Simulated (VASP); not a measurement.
Input of a VASP 6.6.1 run:

File POSCAR:

```
CdTe
1.0
    0.0000000000      3.2778966132      3.2778966132
    3.2778966132      0.0000000000      3.2778966132
    3.2778966132      3.2778966132      0.0000000000
Cd Te
1 1
Direct
    0.0000000000      0.0000000000      0.0000000000
    0.7500000000      0.7500000000      0.7500000000
```

INCAR.step1

```
SYSTEM = CdTe
ALGO = Normal
EDIFF = 1E-4
ENCUT = 520
GGA = PE
ISMEAR = 0
LASPH = .TRUE.
LCHARG = .FALSE.
LREAL = .FALSE.
LWAVE = .TRUE.
NBANDS = 16
NELM = 100
PREC = Accurate
SIGMA = 0.05
```

INCAR.step2

```
SYSTEM = CdTe
ALGO = Normal
EDIFF = 1E-6
ENCUT = 520
ISIF = 2
ISMEAR = 0
ISTART = 1
LASPH = .TRUE.
LCHARG = .TRUE.
LELF = .TRUE.
LMIXTAU = .TRUE.
LREAL = .FALSE.
LVHAR = .TRUE.
LWAVE = .FALSE.
METAGGA = R2SCAN
NBANDS = 16
NELM = 100
PREC = Accurate
SIGMA = 0.05
```

Contents of KPOINTS:

```
k-points
0
G
  8 8 8
  0 0 0
```

Potentials or basis: VASP PAW PBE potentials, release 64 (Cd, Te).

Launch:

```sh
$ cat potpaw_PBE.64/Cd/POTCAR potpaw_PBE.64/Te/POTCAR > POTCAR
$ cp INCAR.step1 INCAR
$ mpirun -np 1 vasp_std > vasp.out
$ cp INCAR.step2 INCAR
$ mpirun -np 1 vasp_std > vasp.out
```

What does it give for the band gap on the k mesh?

1.16 eV, direct.

Predict the pressure.

0.1 GPa.

Caveat: the PAW data sets were made with another functional, which shifts forces and pressure a little; spin-orbit coupling is left out, which moves the levels of the heavy elements.

**Measured values to compare with.**

From a printed reference work, data compilation, for a bulk crystal of CdTe at 0 K: band gap 1.607 eV.

A measured gap of CdTe is 1.607 eV (0 K; a printed reference work, data compilation); the calculated 1.16 eV misses it by -0.45 eV. Spin-orbit coupling on Cd, Te is left out. The value is that of r2SCAN, without temperature or zero-point motion.
